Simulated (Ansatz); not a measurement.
PbSe, DFT, PBEsol, all-electron PAW with datasets made for the crystal, scalar-relativistic (Ansatz 0.2.0), run on 1 thread of Intel(R) Xeon(R) Platinum 8488C (Sapphire Rapids) on a shared host.

The cell is COD entry 9008695, as deposited and not checked against the literature; nothing was relaxed. The listed cell was then made from it by scaling, straining or moving an atom.

Command: `ansatz run input.yaml --threads 1 --pin off --max-ram 3072MiB --backend cpu --events-out ev --progress --plain --runs-dir out`

```yaml
crystal:
  lattice:
    - [0.0, 3.0927715, 3.06215]
    - [3.0927715, 0.0, 3.06215]
    - [3.0927715, 3.0927715, 0.0]
  atoms:
    - { symbol: Pb, position: [0.0, 0.0, 0.0] }
    - { symbol: Se, position: [0.5, 0.5, 0.5] }
kpoints:
  mp_grid: { grid: [7, 7, 7] }
scf:
  occupations: { method: fermi_dirac, width: 0.02 }
hamiltonian:
  xc: pbesol
  pseudopotentials: { kind: all_electron, datasets: crystal }
output:
  forces: true
  stress: true
  eigenvalues: true
  efg: { contact_densities: true }
```

Problem. How large is the problem that the program sets up?

Solution. 40 irreducible k-points, 531 plane waves at Γ, 14 bands.

Problem. About how long does it take, and how much memory does it use?

Solution. 7.7 s of wall time for 8 SCF iterations, with a peak of 0.44 GiB. Times on shared machines scatter by tens of per cent.

Problem. And the same cell and mesh by PAW (frozen-core files), asked for forces, stress, eigenvalues, efg, on the same hardware?

Solution. 7 s, peak memory 0.46 GiB.
